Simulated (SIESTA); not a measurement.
# WS2 (Tungstenite) (P6_3/mmc) in SIESTA: reference runs, part 2 of 2

SIESTA 5.4.2. The steps go on from the part before.

## (3) Single point, PBE (atoms moved at random, drawn with an rms of 0.05 Å)

The input, WS2.fdf:

```
SystemName                      Tungstenite
SystemLabel                     WS2
NumberOfSpecies                 2
NumberOfAtoms                   6
%block ChemicalSpeciesLabel
  1  74 W
  2  16 S
%endblock ChemicalSpeciesLabel

LatticeConstant                 1.0 Ang
%block LatticeVectors
     3.1800000000     0.0000000000     0.0000000000
    -1.5900000000     2.7539607840     0.0000000000
     0.0000000000     0.0000000000    12.5000000000
%endblock LatticeVectors
AtomicCoordinatesFormat         Fractional
%block AtomicCoordinatesAndAtomicSpecies
     0.6704130000     0.3321320000     0.7485110000  1  W
     0.3515260000     0.6761130000     0.2481590000  1  W
     0.6505480000     0.3288460000     0.3705640000  2  S
     0.3323830000     0.6657620000     0.8697960000  2  S
     0.6835930000     0.3404960000     0.1221550000  2  S
     0.3527360000     0.6757840000     0.6264210000  2  S
%endblock AtomicCoordinatesAndAtomicSpecies

%block kgrid.MonkhorstPack
   10   0   0  0.0
    0  10   0  0.0
    0   0   3  0.0
%endblock kgrid.MonkhorstPack
XC.Functional                   GGA
XC.Authors                      PBE
PAO.BasisSize                   DZP
PAO.EnergyShift                 0.003 Ry
Mesh.Cutoff                     800 Ry
OccupationFunction              FD
ElectronicTemperature           0.05 eV
MaxSCFIterations                120
SCF.MustConverge                false
SCF.Mixer.Method                Pulay
SCF.Mixer.Weight                0.25
SCF.Mixer.History               8
SCF.DM.Tolerance                5.0e-05
SCF.H.Tolerance                 1.0e-03 eV
WriteForces                     true
Charge.Mulliken                 end
%block PAO.Basis
  W 5
  n=5 0 2
    3.045 0.000
  n=6 0 2
    7.641 0.000
  n=5 1 2
    3.655 0.000
  n=6 1 1
    7.641
  n=5 2 2
    6.655 0.000
%endblock PAO.Basis
```

Potentials or basis: PseudoDojo 0.4 standard (PBE files), DZP (energy shift 0.003 Ry; two zetas on semicore shells).

Launch:

```
siesta WS2.fdf > WS2.out 2>&1
```

WS2.out:

```text
Version         : 5.4.2

[... 6 lines left out ...]
 NOTE: Please see the manual for full details and compatibility measures.

reinit: Reading from file WS2.fdf

reinit: -----------------------------------------------------------------------
reinit: System Name: Tungstenite
reinit: -----------------------------------------------------------------------
reinit: System Label: WS2
reinit: -----------------------------------------------------------------------

initatom: Reading input for the pseudopotentials and atomic orbitals ----------
Species number:   1 Atomic number:   74 Label: W
Species number:   2 Atomic number:   16 Label: S

Ground state valence configuration (from tables):   6s02  6p00  5d04  5f00
Ground state valence configuration (from tables):   3s02  3p04  3d00  4f00

---- Processing specs for species: W
Reading pseudopotential information in PSML from:
  W.psml
PSML file version: 1.1
Using libxc ids:  101 130
GGA--PBE XC_GGA_X_PBE--XC_GGA_C_PBE pb
Semicore shell(s) with  8 electrons included in the valence for W

---- Processing specs for species: S
Reading pseudopotential information in PSML from:
  S.psml
PSML file version: 1.1
Using libxc ids:  101 130
GGA--PBE XC_GGA_X_PBE--XC_GGA_C_PBE pb

---- Pseudopotential check for W

Pseudized shells:
5s( 2.00) rc: 1.60
5p( 6.00) rc: 1.60
5d( 4.00) rc: 1.60
5f( 0.00) rc: 2.00
Valence configuration for ps generation: 5s:5p:5d:6s: Total charge:  14.000000
Semicore shell(s): 5s 5p

---- Pseudopotential check for S

Pseudized shells:
[... 637 lines left out ...]
siesta:      5    0.045878    0.086377   -0.435286
siesta:      6   -0.366969   -0.326528   -1.460361
siesta: ----------------------------------------
siesta:    Tot    0.002295   -0.000321   -0.002216

siesta: Stress tensor (static) (eV/Ang**3):
siesta:    -0.038784    0.004577   -0.019479
siesta:     0.004577   -0.045072   -0.008314
siesta:    -0.019479   -0.008314   -0.072788

siesta: Cell volume =        109.469941 Ang**3

siesta: Pressure (static):
siesta:                Solid            Molecule  Units
siesta:           0.00056869          0.00029211  Ry/Bohr**3
siesta:           0.05221449          0.02681997  eV/Ang**3
siesta:          83.65682809         42.97032979  kBar

Basis Enthalpy Calculation:
    Basis Pressure for species 1(W) :      0.2000000 GPa
    Basis Pressure for species 2(S) :      0.2000000 GPa

    Orbital volume contribution        =           4.646567 eV
    (Free)E + p_basis*V_orbitals       =       -5327.474201 eV
    (Free)Eharris+ p_basis*V_orbitals  =       -5327.474201 eV

mulliken: Atomic and Orbital Populations:

Species: W
Atom  Qatom  Qorb
               5s      5s      6s      6s      5py     5pz     5px     5py
               5pz     5px     6py     6pz     6px     5dxy    5dyz    5dz2
               5dxz    5dx2-y2 5dxy    5dyz    5dz2    5dxz    5dx2-y2
   1 13.448   1.920   0.034   0.292   0.061   1.947   1.949   1.946   0.047
              0.052   0.048   0.266   0.254   0.266   0.984   0.509   0.930

              0.527   0.996  -0.075   0.273   0.046   0.255  -0.078
   2 13.490   1.922   0.034   0.334   0.040   1.944   1.947   1.944   0.050
              0.054   0.051   0.267   0.258   0.267   0.994   0.523   0.944

              0.551   1.013  -0.082   0.258   0.035   0.231  -0.087

Species: S
Atom  Qatom  Qorb
               3s      3s      3py     3pz     3px     3py     3pz     3px
               3Pdxy   3Pdyz   3Pdz2   3Pdxz   3Pdx2-y2
   3  6.269   1.828   0.014   1.259   1.528   1.270   0.069  -0.016   0.056
              0.052   0.051   0.055   0.051   0.052
   4  6.283   1.831   0.012   1.267   1.547   1.269   0.060  -0.028   0.060
              0.052   0.052   0.056   0.052   0.052
   5  6.240   1.825   0.017   1.273   1.522   1.277   0.053  -0.024   0.051
              0.048   0.049   0.052   0.049   0.048
   6  6.269   1.829   0.013   1.259   1.535   1.268   0.067  -0.020   0.058
              0.052   0.051   0.055   0.051   0.052

mulliken: Qtot =       52.000

Mulliken Atomic Populations:
Atom #   charge [q] valence [e]  Species
     1     0.551902   13.448098  W
     2     0.509660   13.490340  W
     3    -0.269278    6.269278  S
     4    -0.282802    6.282802  S
     5    -0.240095    6.240095  S
     6    -0.269387    6.269387  S
 Total    -0.000000

Job completed
```

Wall time 88 s (1 thread of Arm Neoverse V2, shared host); peak memory 0.45 GiB.

Results:

```
Free energy            : -5332.1208 eV
Pressure               : 8.4 GPa
Largest force          : 1.673 eV/Å
Band gap on the k mesh : 1.16 eV, indirect (least direct gap 2.02 eV)
```

Forces in eV/Å, atoms in the order of the input:
```
W    0.198  0.343 -0.161
W   -0.991 -0.479 -0.881
S    0.945  0.391  1.324
S    0.171 -0.015  1.611
S    0.046  0.086 -0.435
S   -0.367 -0.327 -1.460
```

Stress tensor (GPa, compression positive):
```
 6.21 -0.73  3.12
-0.73  7.22  1.33
 3.12  1.33 11.66
```

Levels at points of the mesh, in eV from the valence-band top:
```
           k point  band 24  band 25  band 26  band 27  band 28  band 29
(0.00, 0.00, 0.00)    -1.56    -1.04     0.00     2.03     2.19     2.23
(0.50, 0.00, 0.00)    -1.99    -1.69    -1.50     2.03     2.14     2.49
(0.00, 0.50, 0.00)    -2.03    -1.76    -1.58     2.00     2.07     2.49
(0.50, 0.50, 0.00)    -2.03    -1.73    -1.59     2.02     2.06     2.49
```

Caveat: short orbitals over semicore shells can move pressures by several GPa; spin-orbit coupling is left out, which moves the levels of the heavy elements; an odd mesh through Γ misses points on the zone boundary, where band edges often lie; the basis of atomic orbitals isn't converged, which shifts pressures, moduli and gaps.
